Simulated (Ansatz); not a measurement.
# SiO2: the cost of one run

Computed with Ansatz 0.2.0 (DFT r2SCAN, scalar-relativistic, plane waves, PAW).

1 further run of the same task is left out (set aside as unsound or not needed).

**1. Starting point**

The structure is cubic, space group Fd-3m (No. 227). The conventional cell has a = 7.120 Å, b = 7.120 Å, c = 7.120 Å, α = 90.00°, β = 90.00°, γ = 90.00°. Around Si (site symmetry -43m) lie 4 O at 1.54 Å. Around O (site symmetry -3m) lie 2 Si at 1.54 Å.

As a file:

```
CELL_PARAMETERS angstrom
0.00000 3.56000 3.56000
3.56000 0.00000 3.56000
3.56000 3.56000 0.00000
ATOMIC_POSITIONS crystal
Si 0.50000 0.50000 0.50000
Si 0.75000 0.75000 0.75000
O 0.62500 0.62500 0.62500
O 0.12500 0.62500 0.62500
O 0.62500 0.62500 0.12500
O 0.62500 0.12500 0.62500
```

The structure comes from the Crystallography Open Database.

**2. Functional and cell changed: r2SCAN**

What differs from the listed cell: strain xx, yy, zz, yz, xz, xy = +4.6, +4.6, +4.6, +0.0, +0.0, +0.0 %.

input.yaml reads:

```yaml
crystal:
  lattice:
    - [0.0, 3.725362, 3.725362]
    - [3.725362, 0.0, 3.725362]
    - [3.725362, 3.725362, 0.0]
  atoms:
    - { symbol: Si, position: [0.5, 0.5, 0.5] }
    - { symbol: Si, position: [0.75, 0.75, 0.75] }
    - { symbol: O, position: [0.625, 0.625, 0.625] }
    - { symbol: O, position: [0.125, 0.625, 0.625] }
    - { symbol: O, position: [0.625, 0.625, 0.125] }
    - { symbol: O, position: [0.625, 0.125, 0.625] }
basis:
  ecutwfc: 500
kpoints:
  mp_grid: { grid: [6, 6, 6] }
hamiltonian:
  xc: r2scan
scf:
  occupations: { method: gaussian, width: 0.02 }
output:
  forces: true
  stress: true
  eigenvalues: true
  populations: true
```

Launch:

```
$ ansatz run input.yaml --threads 1 --pin off --max-ram 1331MiB --backend cpu --events-out ev --progress --plain --runs-dir out
```

What time and memory should one allow on 1 thread of an x86-64 CPU, shared host?

About 3.4 s, with a peak of 0.64 GiB.
